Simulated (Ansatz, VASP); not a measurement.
# Two plane-wave programs on HfN

POSCAR

```
HfN
1.0
    0.0000000000      2.2472032753      2.2472032753
    2.2472032753      0.0000000000      2.2472032753
    2.2472032753      2.2472032753      0.0000000000
Hf N
1 1
Direct
    0.5000000000      0.5000000000      0.5000000000
    0.0000000000      0.0000000000      0.0000000000
```

The input INCAR.step1:

```
ALGO = Normal ; EDIFF = 1E-4
ENCUT = 520 ; GGA = PE
ISMEAR = 0 ; LASPH = True
LCHARG = False ; LREAL = False
LWAVE = True ; NBANDS = 14
NELM = 100 ; PREC = Accurate
SIGMA = 0.05
```

The input INCAR.step2:

```
ALGO = Normal ; EDIFF = 1E-6
ENCUT = 520 ; ISIF = 2
ISMEAR = 0 ; ISTART = 1
LASPH = True ; LCHARG = False
LMIXTAU = True ; LREAL = False
LWAVE = False ; METAGGA = R2SCAN
NBANDS = 14 ; NELM = 100
PREC = Accurate ; SIGMA = 0.05
```

Contents of KPOINTS:

```
k-points
0
Gamma
  12 12 12
```

Input for Ansatz:

```yaml
crystal:
  lattice:
    - [0.0, 2.2472032753, 2.2472032753]
    - [2.2472032753, 0.0, 2.2472032753]
    - [2.2472032753, 2.2472032753, 0.0]
  atoms:
    - { symbol: Hf, position: [0.5, 0.5, 0.5] }
    - { symbol: "N", position: [0.0, 0.0, 0.0] }
basis:
  ecutwfc: 500
  ecutrho_ratio: 4
kpoints:
  mp_grid: { grid: [12, 12, 12] }
hamiltonian:
  xc: r2scan
scf:
  occupations: { method: gaussian, width: 0.05 }
output:
  forces: true
  stress: true
  eigenvalues: true
```

Alike in both runs: task single point; functional r2SCAN; k mesh 12 × 12 × 12; occupations gaussian, width 0.05 eV; no spin polarisation.

|  | VASP | Ansatz |
| --- | --- | --- |
| version | VASP 6.6.1 | Ansatz 0.2.0 |
| potentials or method | VASP PAW PBE potentials, release 64 (Hf_pv, N) | scalar-relativistic, plane waves, PAW |
| plane-wave cutoff (eV) | 520 | 500 |
| valence electrons in the cell | 15 | 31 |

|  | VASP | Ansatz | Ansatz less VASP |
| --- | --- | --- | --- |
| gap on the k mesh at the Fermi level (eV) | none | none | - |
| pressure (GPa) | 3.2 | 6.0 | +2.71 |

A gap of «none» marks a metal or a gap that the smearing closes. With one functional, cell and mesh, what is left measures potentials, basis and numerics. The two sets of potentials don't hold the same shells in valence.

Caveats: the PAW data sets were made with another functional, which shifts forces and pressure a little (VASP). The runs have no spin-orbit coupling, so splittings on Hf are missing.
